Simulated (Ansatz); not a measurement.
Start from Li3N (space group P6/mmm, No. 191).

```yaml
crystal:
  lattice:
    - [3.63435, 0.00000, 0.00000]
    - [-1.81718, 3.14744, 0.00000]
    - [0.00000, 0.00000, 3.86452]
  atoms:
    - { symbol: Li, position: [0.00000, 0.00000, 0.50000] }
    - { symbol: Li, position: [0.33333, 0.66667, 0.00000] }
    - { symbol: Li, position: [0.66667, 0.33333, 0.00000] }
    - { symbol: N, position: [0.00000, 0.00000, 0.00000] }
```

Cartesian axes are those of the cell as printed.

Level of theory: PBE (Ansatz, an electronic-structure program), without spin-orbit coupling.

Strains are applied to the cell and any free atomic positions relax; under biaxial strain the out-of-plane vector relaxes too.

One change was made to it. Results:

The smallest direct gap increases by 0.06 eV to 1.33 eV; the band gap rises by 0.06 eV (1.06 eV → 1.12 eV); the width of the top valence band goes up by 0.02 eV to 1.06 eV; the pressure (mean of the normal stresses, compression positive) goes from zero to 1.24 GPa.

### Question
What was done to the base?
A. isotropic strain −1.46 %
B. biaxial strain +1.58 %, plane normal [001], relaxed out of plane
C. isotropic strain −0.74 %
D. uniaxial strain ε_zz = −4.05 %
E. biaxial strain −3.37 %, plane normal [001], relaxed out of plane

### Answer
C, isotropic strain −0.74 %. For comparison, the pressure in the other runs: uniaxial strain ε_zz = −4.05 % gives 2.51 GPa; biaxial strain +1.58 %, plane normal [001], relaxed out of plane gives -1.48 GPa; biaxial strain −3.37 %, plane normal [001], relaxed out of plane gives 4.10 GPa; isotropic strain −1.46 % gives 2.55 GPa.

Gaps are Kohn–Sham eigenvalue differences; semilocal functionals usually give less than the measured gap. No phonon test of stability was made.
